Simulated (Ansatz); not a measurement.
## Si (diamond) under strain

Si built on the diamond prototype, relaxed with r2SCAN in Ansatz 0.2.0. Space group Fd-3m (No. 227), cubic; conventional cell a = 5.444 Å, 20.17 Å³ an atom. Si is surrounded by 4 Si at 2.36 Å.

The axes x, y and z are those of this cell:
```yaml
crystal:
  lattice:
    - [0.00000, 2.72212, 2.72212]
    - [2.72212, 0.00000, 2.72212]
    - [2.72212, 2.72212, 0.00000]
  atoms:
    - { symbol: Si, position: [0.00000, 0.00000, 0.00000] }
    - { symbol: Si, position: [0.25000, 0.25000, 0.25000] }
```

Unstrained: The PBE gap is indirect, 0.592 eV (Γ to Γ–X (0.80 of the way from Γ)), below the direct gap of 2.557 eV at Γ. r2SCAN gives an indirect gap of 0.778 eV, from Γ to Γ–X (0.80 of the way from Γ); the least direct gap is 2.739 eV at Γ. HSE06 gives an indirect gap of 1.154 eV, from Γ to Γ–X (0.80 of the way from Γ); the least direct gap is 3.312 eV at Γ. Meshes: PBE 8×8×8, r2SCAN 8×8×8, HSE06 6×6×6. Strains are changes of length per length. After each strain the atoms were relaxed again with r2SCAN within the symmetry that the strain leaves, so tilts or polar shifts that break it weren't tested; points keep the names that they have in the unstrained zone. Calculated for a static, non-magnetic cell.

Changes of the least gap in eV (an overlap counts as a negative gap):
```csv
strain,volume change (%),space group,PBE,r2SCAN,HSE06,"energy rise, r2SCAN (meV/atom)"
uniaxial -0.85 % along z,-0.8,I4_1/amd,-0.115,-0.119,-0.120,0.8
"epitaxial +5.73 % in the plane normal to [111], free normal strain -2.01 %",+9.5,R-3m,-0.389,-0.350,-0.355,84.9
uniaxial +4.44 % along x,+4.4,I4_1/amd,-0.162,-0.179,-0.178,20.2
```

Uniaxial -0.85 % along z, other directions held. HSE06: the gap goes from 1.154 to 1.034 eV (-0.120 eV); the edges go from Γ → Γ–X (0.80) to Γ → Γ–X (0.84); with r2SCAN the top three valence levels at Γ, degenerate before, become 1+2 from the top over 64 meV. Stress change with r2SCAN, compression positive: xx +0.54, yy +0.54, zz +1.44 GPa.

Epitaxial +5.73 % in the plane normal to [111], free normal strain -2.01 %. HSE06: the gap goes from 1.154 to 0.799 eV (-0.355 eV); the edges go from Γ → Γ–X (0.80) to Γ → L; with r2SCAN the top three valence levels at Γ, degenerate before, become 1+2 from the top over 437 meV. Stress change with r2SCAN, compression positive: xx -7.11, yy -7.11, zz -7.11, xy +3.55, xz +3.55, yz +3.55 GPa.

Uniaxial +4.44 % along x, other directions held. HSE06: the gap goes from 1.154 to 0.976 eV (-0.178 eV); the edges go from Γ → Γ–X (0.80) to Γ → Γ–X (0.83); with r2SCAN the top three valence levels at Γ, degenerate before, become 2+1 from the top over 337 meV. Stress change with r2SCAN, compression positive: xx -7.13, yy -2.26, zz -2.26 GPa.

Where an edge lies off the special points, it is a point of the mesh or the k point where a search put PBE's edge or least direct gap, reused for the other functionals, whose own edges may lie a little apart.

The meshes of the hybrids are coarse, so their gaps aren't converged to the digits shown.

The splittings at Γ are without spin-orbit coupling, which regroups them where it is of like size or larger.
